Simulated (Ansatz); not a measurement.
# Ti (P6_3/mmc) in Ansatz: settings compared, part 2 of 2

Ansatz 0.2.0. Earlier steps stand in the parts before.

### 3 Relaxation of cell and atoms, PBEsol

Input file input.yaml:

```yaml
crystal:
  lattice:
    - [2.95, 0.0, 0.0]
    - [-1.475, 2.5547749412, 0.0]
    - [0.0, 0.0, 4.68]
  atoms:
    - { symbol: Ti, position: [0.6666666667, 0.3333333333, 0.75] }
    - { symbol: Ti, position: [0.3333333333, 0.6666666667, 0.25] }
kpoints:
  mp_grid: { grid: [10, 10, 6] }
scf:
  occupations: { method: fermi_dirac, width: 0.05 }
hamiltonian:
  xc: pbesol
  pseudopotentials: { kind: all_electron, lapw: { basis_error: 0.001 } }
output:
  forces: true
  stress: true
relax:
  f_tol: 0.005
  max_steps: 60
  cell: {}
```

Potentials or basis: all-electron LAPW, scalar-relativistic.

Run with:

```sh
$ ansatz run input.yaml --threads 1 --pin off --max-ram 3072MiB --backend cpu --events-out ev --progress --plain --runs-dir out
```

What it wrote:

```text
Warning: RAYON_NUM_THREADS=1 ignored (pool sized by the plan → 1); use --threads N
The last accepted step is kept in <dir> (removed where the run ends without a failure and the disk answers)
LAPW: plane waves up to 7.808 Å⁻¹, error target 1.0e-3 eV per atom; small_component_spin mean_spin; Ti in spheres of 1.404 Å, 12 of its electrons in bands, Dirac shells [] (how accurate: hamiltonian.pseudopotentials.lapw.basis_error, Limitations)
Engine: ansatz 0.2.0, aarch64-unknown-linux-gnu
Pseudopotentials: kind: all_electron
Pseudopotential: Ti, LAPW, valence charge 12, lapw/all_electron/scalar/gaussian/Ti, Koelling and Harmon's equation, gaussian nucleus
Functional definition: PBEsol
  exchange = pbesol_x
  correlation = pbesol_c
Crystal: 2 atoms, lattice volume = 35.271 Å³
Basis set: ecut = 232.28926552959166 eV, 287 PW (Γ), exchange–correlation at level 2
Bands: 16, of which v1, the nominal top of the filled ones, is band 12 counted from 1 (11 counted from 0)
Symmetry: 24 space group operations
Space group: P63/mmc (ITA 194), of the structure as read, at distance tolerance 3.3e-5 Å
k-points: 56 of 600
Non-local potential: Ti, projectors of the file, none
Initial density: superposition of atomic densities (chi_scale 0.1, normalization cell)
Initial wavefunctions: plane waves of lowest kinetic energy (no species holds an atomic orbital)
Functional: x = pbesol(κ = 0.804, μ = 0.12345679012345678), c = pbesol(β = 0.046)
iter 1 solved again at ethr=8.89e-4 eV; its pass at ethr=1.00e-1 eV (dr2=2.13e-1 eV) is discarded
SCF iter   1: F=—  HF=-46415.533664 eV  |F-HF|=—  |Δ(HF+E_count)|=         —  Δρ=2.83e-2  dr2=2.15e-1  ethr=8.89e-4  ⟨swp⟩=2.5  Hψ=6299  notcnv=0
preconditioner: auto → none  [metal: Δε(μ)=0.024 eV  Ē_g=3.116 eV  σ=0.050 eV  W_gap=0.12  n_scr=8 (ndim 8)  ℏωp=17.7 eV  f_vac=0.000  D(μ)=1.85/eV (n_scr^D=22)  sad-step TF]
SCF iter   2: F=—  HF=-46415.145319 eV  |F-HF|=—  |Δ(HF+E_count)|=   3.88e-1  Δρ=9.23e-3  dr2=3.15e-2  ethr=8.89e-4  ⟨swp⟩=3.0  Hψ=3345  notcnv=0
SCF iter   3: F=—  HF=-46415.119304 eV  |F-HF|=—  |Δ(HF+E_count)|=         —  Δρ=6.09e-3  dr2=1.20e-2  ethr=1.31e-4  ⟨swp⟩=2.4  Hψ=3049  notcnv=0
the basis was enlarged: its passes take 135.8 KiB over the memory plan, 1 of 1 planned eigensolver slots
[... 57 lines left out ...]
preconditioner: auto → none  [metal: Δε(μ)=0.055 eV  Ē_g=2.920 eV  σ=0.050 eV  W_gap=0.27  n_scr=8 (ndim 8)  ℏωp=18.2 eV  f_vac=0.000  D(μ)=2.39/eV (n_scr^D=22)]
iter 2 solved again at ethr=9.12e-11 eV; its pass at ethr=1.07e-9 eV (dr2=2.19e-8 eV) is discarded
SCF iter   2: F=-46415.151163 eV  HF=-46415.151163 eV  |F-HF|=1.66e-9  |Δ(HF+E_count)|=   9.58e-8  Δρ=9.71e-6  dr2=2.18e-8  ethr=9.12e-11  ⟨swp⟩=2.0  Hψ=4672  notcnv=0
SCF 6 converged in 2 iterations: F = -46415.151163 eV  dr2 = 2.18e-8
relax step   6: F+E_penalty+E_count = -46415.15116320 eV  Δ(F+E_penalty+E_count) = -4.909e-6 eV  max|allowed force component| = 2.961e-16 eV/Å  Δτ_max = 0.0000 Å  P = +0.000 GPa  Ω = 33.452 Å³  (2 SCF iters, accepted)
iter 1 solved again at ethr=7.51e-11 eV; its pass at ethr=1.00e-1 eV (dr2=1.80e-8 eV) is discarded
SCF iter   1: F=—  HF=-46415.151162 eV  |F-HF|=—  |Δ(HF+E_count)|=         —  Δρ=9.36e-6  dr2=1.91e-8  ethr=7.51e-11  ⟨swp⟩=3.8  Hψ=5259  notcnv=0  reapply=12
SCF iter   2: F=-46415.151162 eV  HF=-46415.151162 eV  |F-HF|=6.09e-9  |Δ(HF+E_count)|=   3.49e-9  Δρ=4.01e-6  dr2=2.44e-9  ethr=7.51e-11  ⟨swp⟩=2.0  Hψ=2841  notcnv=0
SCF 7 converged in 2 iterations: F = -46415.151162 eV  dr2 = 2.44e-9
relax step   7: F+E_penalty+E_count = -46415.15116191 eV  Δ(F+E_penalty+E_count) = +1.286e-6 eV  max|allowed force component| = 3.146e-16 eV/Å  Δτ_max = 0.0000 Å  P = +0.000 GPa  Ω = 33.452 Å³  stress off target by 1.96e-3 GPa  SCF on the basis re-selected at this cell (its energy is not comparable with the rows above)  (2 SCF iters)
basis re-selected at this cell: Δ(F+E_penalty+E_count) = +1.286e-6 eV, ΔP = +0.000 GPa vs the last step (what re-selecting the basis moved, after the strain that the cell walked since its last selection, with what the two solves' SCF thresholds leave and, on support functions, any second-order correction that the steps lacked; it is no measure of the basis error at this ecutwfc). This SCF's stress stands 1.96e-3 GPa from its target on what of the cell is left free (relax.cell.stress_tol is 5.00e-2 GPa) and its largest allowed force component is 3.15e-16 eV/Å (relax.f_tol is 5.00e-3 eV/Å): within both
SCF converged after 2 iterations
Free energy (F): -46415.151162 eV
Harris-Foulkes:  -46415.151162 eV  (|F-HF|=6.09e-9)
Internal energy: -46415.132080 eV  (E = F + TS)
E sigma→0 (E₀):  -46415.141621 eV
Entropy (-TS):   -0.019082 eV (-9.541 meV/atom)
Fermi energy:    14.278848 eV
--- Per-component energies (eV) ---
  E_band       = -289.841178
  E_kinetic    = 46857.061982
  E_xc         = -2243.758041
  E_electrostatic = -91028.436022  (all electrons and nuclei)
  E_smearing   = -0.019082  (= −TS)
  E_closure    = 0.000000  (closes the sum)
  E_atoms      = -46400.709995  (free atoms, spherical and without spin; not in F)
  Σ components = -46415.151162   (vs F -46415.151162, Δ=0.00e0)
  Basis errors (estimates in eV, not in F): energy 1.3e-4 per atom: plane waves 9.8e-5 (5.3e-5 summed), levels above the bands 3.7e-10, relativity 3.6e-9, radial functions 3.3e-5, core shells 1.0e-7; eigenvalues (radial functions only) 4.8e-7; not estimated: angular momenta, meshes, grids; target (lapw.basis_error) 1.0e-3; muffin-tin radii Ti 1.379 Å
--- Forces (eV/Å), atoms counted from 1 ---
  atom   1  Ti    -0.00000000     0.00000000     0.00000000
  atom   2  Ti    -0.00000000    -0.00000000    -0.00000000
  max |Σ_I F_I| component: 1.11e-16 eV/Å
--- Stress (GPa, compression-positive) ---
        0.001049       0.000000       0.000000
        0.000000       0.001049       0.000000
        0.000000       0.000000      -0.001959
  P = ⅓ Tr σ = 0.0000 GPa (0.000 kbar)
--- Relaxed structure (6 steps of the walk, 5 accepted, 1 SCFs on fresh bases) ---
  F+E_penalty+E_count = -46415.15116191 eV   max|allowed force component| = 3.146e-16 eV/Å   (the final SCF, on the basis selected at the relaxed cell)
  cell:  # Å, volume = 33.4520 Å³
    - [2.904271774868376, 1.7324298684683588e-34, -1.1549532456455723e-34]
    - [-1.452135887434188, 2.515173136530134, -1.748048434810757e-18]
    - [-2.2903310125352944e-34, -3.2021868318190123e-18, 4.579488707441767]
  atoms:
    - { symbol: Ti, position: [0.6666666666666667, 0.33333333333333337, 0.7500000000000001] }
    - { symbol: Ti, position: [0.33333333333333337, 0.6666666666666667, 0.25] }
```

Wall time 26 s (1 thread of Arm Neoverse V2, shared host); peak memory 0.3 GiB.

What came out:

* Free energy: -46415.1512 eV
* Relaxed volume: 16.73 Å³/atom
* Relaxed cell: a = 2.904 Å, b = 2.904 Å, c = 4.579 Å, α = 90.00°, β = 90.00°, γ = 120.00°
* Space group after relaxing (to 0.05 Å): P6_3/mmc (No. 194)
* Energy gained by relaxing: 17.0 meV/atom
* Ionic steps: 6
* Pressure after relaxing: 0.0 GPa

The path:
| step | energy change (eV) | largest force (eV/Å) | volume (Å³) |
| --- | --- | --- | --- |
| 1 | 0.0000 | 0.0000 | 35.27 |
| 2 | -0.0336 | 0.0000 | 33.59 |
| 3 | -0.0339 | 0.0000 | 33.44 |
| 4 | -0.0340 | 0.0000 | 33.45 |
| 5 | -0.0340 | 0.0000 | 33.45 |
| 6 | -0.0340 | 0.0000 | 33.45 |

Final structure:
```xyz
2
Lattice="2.9043 0.0000 0.0000 -1.4521 2.5152 0.0000 0.0000 0.0000 4.5795" Properties=species:S:1:pos:R:3 pbc="T T T"
Ti    1.4521    0.8384    3.4346
Ti    0.0000    1.6768    1.1449
```
